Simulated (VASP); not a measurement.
A run of VASP 6.6.1 is set up as follows.

File INCAR:

```
SYSTEM = SiO2
PREC     = Accurate       ! precision mode
ENCUT    = 600            ! plane-wave cutoff, eV
EDIFF    = 1E-6           ! SCF threshold, eV
ISMEAR   = 0              ! smearing method
SIGMA    = 0.02           ! smearing width, eV
LREAL    = .FALSE.        ! projectors in reciprocal space
LASPH    = .TRUE.         ! aspherical terms in the spheres
NELM     = 100            ! most SCF steps
ALGO     = Normal         ! electronic algorithm
ISIF     = 3              ! what is computed and relaxed
LWAVE    = .FALSE.        ! write WAVECAR
LCHARG   = .FALSE.        ! write CHGCAR
IBRION   = 2              ! ionic algorithm
NSW      = 40             ! ionic steps
EDIFFG   = -0.005         ! ionic threshold
KPAR     = 4
```

KPOINTS

```
regular mesh
0
G
  6 6 4
  0 0 0
```

Contents of POSCAR:

```
SiO2
1.0
    5.0690738885      0.0000000000      0.0000000000
   -2.5345369442      4.3899467611      0.0000000000
    0.0000000000      0.0000000000      8.5584885400
Si O
4 8
Direct
    0.3333333333      0.6666666667      0.4371258000
    0.3333333333      0.6666666667      0.0628742000
    0.6666666667      0.3333333333      0.5628742000
    0.6666666667      0.3333333333      0.9371258000
    0.4212587450      0.0000000000      0.0000000000
    0.3333333333      0.6666666667      0.2500000000
    0.6666666667      0.3333333333      0.7500000000
    0.0000000000      0.5787412550      0.5000000000
    0.5787412550      0.5787412550      0.0000000000
    0.5787412550      0.0000000000      0.5000000000
    0.4212587450      0.4212587450      0.5000000000
    0.0000000000      0.4212587450      0.0000000000
```

Potentials or basis: VASP PAW LDA potentials, release 64 (Si, O).

Command:

```bash
$ cat potpaw_LDA.64/Si/POTCAR potpaw_LDA.64/O/POTCAR > POTCAR
$ mpirun -np 4 vasp_std > vasp.out
```

(1) Estimate the space group after relaxing (to 0.05 Å).

(2) What does it give for the band gap on the k mesh?

(3) What does it give for the relaxed cell?

(4) Estimate the relaxed volume.

Answers

(1) P6_322 (No. 182).

(2) 5.41 eV, indirect (least direct gap 5.48 eV).

(3) a = 5.011 Å, b = 5.011 Å, c = 8.545 Å, α = 90.00°, β = 90.00°, γ = 120.00°.

(4) 15.49 Å³/atom.
